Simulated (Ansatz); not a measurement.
Base system: Li$_{2}$O in the anti-fluorite structure (space group Fm-3m, No. 225; a = 4.573 Å). Axes: x, y, z lie along the cube axes.

All numbers come from plane-wave PAW DFT at the r2SCAN level (Ansatz, an electronic-structure program, 500 eV), no spin-orbit coupling.

A first run, uniaxial strain ε_xx = +0.46 %, gives secant values C11 ≈ 220 GPa and C12 ≈ 21 GPa from its stress. A second run applies biaxial strain +1.98 %, plane normal [001], relaxed out of plane.

Q: What does linear elasticity predict for −ε⊥/ε∥ in the second run, and what does the run give?

A: Linear elasticity: 2 C12/C11 = 0.19. The run gives 0.18; any difference comes from nonlinear terms at these strains and numerical noise.

Whether these cells are dynamically stable was not tested.
